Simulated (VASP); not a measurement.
**VASP 6.6.1 run: KI**

INCAR

```
NELM = 88
ISMEAR = -1
ISIF = 2
ENCUT = 520
LWAVE = .FALSE.
PREC = Accurate
ALGO = VeryFast
NSW = 0
EDIFF = 1E-7
LREAL = .FALSE.
NBANDS = 15
LCHARG = .FALSE.
IBRION = -1
LASPH = .TRUE.
SIGMA = 0.02
GGA = 91
```

KPOINTS

```
KPOINTS created by Atomic Simulation Environment
0
Gamma
6 6 6
0 0 0
```

POSCAR

```
K  I
 1.0000000000000000
     4.3713285459000000    0.0000000000000000    0.0000000000000000
     0.0000000000000000    4.3713285459000000    0.0000000000000000
     0.0000000000000000    0.0000000000000000    4.3713285459000000
 K   I
   1   1
Cartesian
  0.0000000000000000  0.0000000000000000  0.0000000000000000
  2.1856642729500000  2.1856642729500000  2.1856642729500000
```

The recommended PBE PAW datasets give the neutral cell 16 valence electrons.

Command

```
mpirun -np 1 vasp_std
```

OSZICAR

```
N       E                     dE             d eps       ncg     rms          rms(c)
RMM:   1     0.120121621829E+03    0.12012E+03   -0.44342E+03   300   0.731E+02
RMM:   2     0.339646838162E+02   -0.86157E+02   -0.10869E+03   300   0.162E+02
RMM:   3     0.992576857054E+00   -0.32972E+02   -0.29362E+02   300   0.832E+01
RMM:   4    -0.418269317355E+01   -0.51753E+01   -0.51594E+01   300   0.431E+01
RMM:   5    -0.515168031536E+01   -0.96899E+00   -0.87893E+00   300   0.176E+01
RMM:   6    -0.538832386701E+01   -0.23664E+00   -0.21832E+00   300   0.942E+00
RMM:   7    -0.547579821276E+01   -0.87474E-01   -0.83369E-01   300   0.580E+00
RMM:   8    -0.552159580266E+01   -0.45798E-01   -0.43003E-01   300   0.408E+00
RMM:   9    -0.556973399196E+01   -0.48138E-01   -0.46359E-01  1090   0.299E+00
RMM:  10    -0.558845146622E+01   -0.18717E-01   -0.15671E-01  1124   0.151E+00
...
RMM:  23    -0.548419027009E+01   -0.50593E-05   -0.35626E-05  1056   0.259E-02    0.261E-03
RMM:  24    -0.548419307024E+01   -0.28001E-05   -0.20335E-05   970   0.190E-02    0.107E-03
RMM:  25    -0.548419469451E+01   -0.16243E-05   -0.11722E-05   944   0.143E-02    0.578E-04
RMM:  26    -0.548419560773E+01   -0.91322E-06   -0.68021E-06   883   0.108E-02    0.137E-04
RMM:  27    -0.548419615227E+01   -0.54454E-06   -0.39703E-06   807   0.826E-03    0.103E-04
RMM:  28    -0.548419647803E+01   -0.32576E-06   -0.23938E-06   758   0.645E-03    0.869E-05
RMM:  29    -0.548419666498E+01   -0.18695E-06   -0.13818E-06   691   0.495E-03    0.985E-05
RMM:  30    -0.548419677684E+01   -0.11185E-06   -0.83695E-07   669   0.388E-03    0.864E-05
RMM:  31    -0.548419684600E+01   -0.69162E-07   -0.50829E-07   641   0.307E-03
   1 F= -.54841968E+01 E0= -.54841968E+01  d E =-.721173E-11
```

From OUTCAR

```
k-points           NKPTS =     20   k-points in BZ     NKDIM =     20   number of bands    NBANDS=     15

   NELECT =      16.0000    total number of electrons

   dimension x,y,z NGX =    36 NGY =   36 NGZ =   36
   dimension x,y,z NGXF=    72 NGYF=   72 NGZF=   72

  energy-cutoff  :      520.00
  volume of cell :       83.53
      direct lattice vectors                 reciprocal lattice vectors
     4.371328546  0.000000000  0.000000000     0.228763404  0.000000000  0.000000000
     0.000000000  4.371328546  0.000000000     0.000000000  0.228763404  0.000000000
     0.000000000  0.000000000  4.371328546     0.000000000  0.000000000  0.228763404

 k-points in reciprocal lattice and weights: KPOINTS created by Atomic Simulation Env
   0.00000000  0.00000000  0.00000000       0.005
   0.16666667  0.00000000  0.00000000       0.028
   0.33333333  0.00000000  0.00000000       0.028
   0.50000000  0.00000000  0.00000000       0.014
   0.16666667  0.16666667  0.00000000       0.056
   0.33333333  0.16666667  0.00000000       0.111
   0.50000000  0.16666667  0.00000000       0.056
   0.33333333  0.33333333  0.00000000       0.056
   ...

 E-fermi :   0.9168

 k-point     1 :       0.0000    0.0000    0.0000
  band No.  band energies     occupation
      1     -28.8990      2.00000
      2     -12.4079      2.00000
      3     -12.4079      2.00000
      4     -12.4079      2.00000
      5     -10.5085      2.00000
      6       0.1567      2.00000
      7       0.1567      2.00000
      8       0.1567      2.00000
      9       3.7058      0.00000
     10       5.3577      0.00000
     11       5.3577      0.00000
     12       8.7927      0.00000
     13       8.7927      0.00000
     14       8.7927      0.00000
     15      10.8058      0.00000

 k-point     2 :       0.1667    0.0000    0.0000
  band No.  band energies     occupation
      1     -28.8981      2.00000
      2     -12.4398      2.00000
      3     -12.4057      2.00000
      4     -12.4057      2.00000
      5     -10.4485      2.00000
      6      -0.4271      2.00000
      7       0.1760      2.00000
      8       0.1760      2.00000
      9       4.2632      0.00000
     10       5.5482      0.00000
     11       5.9480      0.00000
     12       8.7069      0.00000
     13       8.7069      0.00000
     14       8.8979      0.00000
     15       9.9239      0.00000

 k-point     3 :       0.3333    0.0000    0.0000
  band No.  band energies     occupation
      1     -28.8964      2.00000
      2     -12.5005      2.00000
      3     -12.4012      2.00000
      4     -12.4012      2.00000
      5     -10.3278      2.00000
      6      -1.2681      2.00000
      7       0.2148      2.00000
      8       0.2148      2.00000
      9       5.2080      0.00000
     10       6.1014      0.00000
     11       7.0583      0.00000
     12       8.5026      0.00000
     13       8.6864      0.00000
     14       8.6867      0.00000
     15       9.1472      0.00000

 ...

  Total       -0.1355882     -0.1355882     -0.1355882      0.0000000     -0.0000000     -0.0000000
  in kB       -2.6007116     -2.6007116     -2.6007116      0.0000000     -0.0000000     -0.0000000
  external PRESSURE =      -2.6007116 kB  Pullay stress =       0.0000000 kB

 POSITION                                       TOTAL-FORCE (eV/Angst)
 -----------------------------------------------------------------------------------
      0.00000      0.00000      0.00000         0.000000      0.000000      0.000000
      2.18566      2.18566      2.18566         0.000000      0.000000      0.000000
 -----------------------------------------------------------------------------------
    total drift:                                0.000000      0.000000      0.000000

  FREE ENERGIE OF THE ION-ELECTRON SYSTEM (eV)
  ---------------------------------------------------
  free  energy   TOTEN  =        -5.4841968460 eV

  energy  without entropy=       -5.4841968460  energy(sigma->0) =       -5.48419685
```

It converged. Results: gap between bands v and c on the k mesh 3.22 eV; least direct gap on the k mesh 3.55 eV; pressure -0.3 GPa. Band v is the last that the valence electrons fill when counted band by band, and c is the next.

For comparison, a separate PBE run of the intended cell, on usual settings and not on those above, gives a gap of 3.20 eV on its mesh and a pressure of -0.2 GPa.

The run above took about 61 s on one core of a shared host (Intel Xeon Platinum 8488C) and held 0.21 GiB at most.
